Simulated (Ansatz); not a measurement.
# CuO: the cost of one run

Program: Ansatz 0.2.0. Level of theory: DFT PBE+U (U_eff = 3 eV on Cu d, around-mean-field double counting), plane waves, PAW. These are calculated values, not measurements.

## (1) The starting structure

Symmetry: Cc, No. 9, monoclinic system. The conventional cell has a = 4.689 Å, b = 3.427 Å, c = 5.132 Å, α = 90.00°, β = 99.65°, γ = 90.00°. Around Cu (site symmetry 1) lie 4 O at 1.91 to 2.02 Å. O (site symmetry 1) is surrounded by 4 Cu at 1.91 to 2.02 Å.

Structure file:

```xyz
8
Lattice="2.3446 -1.7134 0.0000 4.6893 3.4268 0.0000 -0.8605 0.0000 5.0594" Properties=species:S:1:pos:R:3 pbc="T T T"
Cu    1.1723    0.8457    0.0000
Cu    0.7420   -0.8457    2.5297
O     2.0724   -0.2841    1.2836
O     1.6421    0.2841    3.8133
Cu    3.5170    2.5591    0.0000
Cu    3.0867    0.8677    2.5297
O     4.4171    1.4293    1.2836
O     3.9868    1.9975    3.8133
```

Magnetic order typed: antiferromagnetic, doubled cell 0 1/2 0.

## (2) From atoms, symmetry kept, no search

File input.yaml:

```yaml
crystal:
  lattice:
    - [2.34464976, -1.71339982, 0.0]
    - [4.68929952, 3.42679964, 0.0]
    - [-0.86054991, 0.0, 5.05943948]
  atoms:
    - { symbol: Cu, position: [0.0032, 0.2484, 0.0], spin: 1.0 }
    - { symbol: Cu, position: [0.4968, 0.0016, 0.5], spin: 1.0 }
    - { symbol: O, position: [0.5714, 0.2028, 0.2537] }
    - { symbol: O, position: [0.4056, 0.2857, 0.7537] }
    - { symbol: Cu, position: [0.0032, 0.7484, 0.0], spin: -1.0 }
    - { symbol: Cu, position: [0.4968, 0.5016, 0.5], spin: -1.0 }
    - { symbol: O, position: [0.5714, 0.7028, 0.2537] }
    - { symbol: O, position: [0.4056, 0.7857, 0.7537] }
basis:
  ecutwfc: 420
  ecutrho_ratio: 4
kpoints:
  mp_grid: { grid: [7, 4, 4] }
hamiltonian:
  xc: pbe
  hubbard:
    sites:
      - { site: 0, l: d, u_eff: 3.0 }
      - { site: 1, l: d, u_eff: 3.0 }
      - { site: 4, l: d, u_eff: 3.0 }
      - { site: 5, l: d, u_eff: 3.0 }
    double_counting: amf
scf:
  occupations: { method: gaussian, width: 0.05 }
  lower_state_search: "off"
  max_iter: 150
output:
  forces: true
  stress: true
  eigenvalues: true
  populations: true
  hubbard:
    sites:
      - { site: 0, l: d }
      - { site: 1, l: d }
      - { site: 4, l: d }
      - { site: 5, l: d }
magnetization:
  spin_polarized: true
```

Run with:

```bash
$ ansatz run input.yaml --threads 4 --pin off --max-ram 6144MiB --backend cpu --events-out ev --progress --plain --runs-dir out
```

What time and memory should one allow on 4 threads of Arm Neoverse V1, shared host?

About 24 s, with a peak of 0.74 GiB.
